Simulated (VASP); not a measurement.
Write the native input for VASP 6.6.1 that does the following.

```yaml
Task: single point
Functional: PBE
Potentials_or_basis: VASP PAW PBE potentials, release 64 (K_sv, F)
Cutoff: 520 eV
k_mesh: 8 × 8 × 8
Occupations: fermi-dirac, width 0.02 eV
Spin: no spin polarisation
Dipole_correction: no
Further_INCAR_settings: ALGO = Fast; EDIFF = 1e-06; NBANDS = 15
```

The structure of KF lies in POSCAR:

```
KF
1.0
    3.1988975668      0.0000000000      0.0000000000
    0.0000000000      3.1988975668      0.0000000000
    0.0000000000      0.0000000000      3.1752241901
K F
1 1
Direct
    0.0000000000      0.0000000000      0.0000000000
    0.5000000000      0.5000000000      0.5000000000
```

The cell was built by a generator and needn't be a form met in nature.

The cell isn't the ideal one: epitaxial_xy strain +0.6%.

One way to write it, as run:

INCAR

```
PREC = Accurate
ENCUT = 520
EDIFF = 1E-6
ISMEAR = -1
SIGMA = 0.02
LREAL = F
LASPH = T
NELM = 80
ALGO = Fast
ISIF = 2
LWAVE = F
LCHARG = F
GGA = PE
NBANDS = 15
```

KPOINTS

```
Automatic mesh
0
Gamma
  8 8 8
```

Potentials or basis: VASP PAW PBE potentials, release 64 (K_sv, F).

The run is started by

```console
$ cat potpaw_PBE.64/K_sv/POTCAR potpaw_PBE.64/F/POTCAR > POTCAR
$ mpirun -np 1 vasp_std > vasp.out
```

Results of the run:

```yaml
Pressure: 2.5 GPa
Band_gap_on_the_k_mesh: 6.69 eV, indirect (least direct gap 6.73 eV)
```

Wall time 43 s on 1 thread of AMD EPYC 7R43 64-Core Processor (Zen 3), with other jobs on the host, peak memory 0.12 GiB.
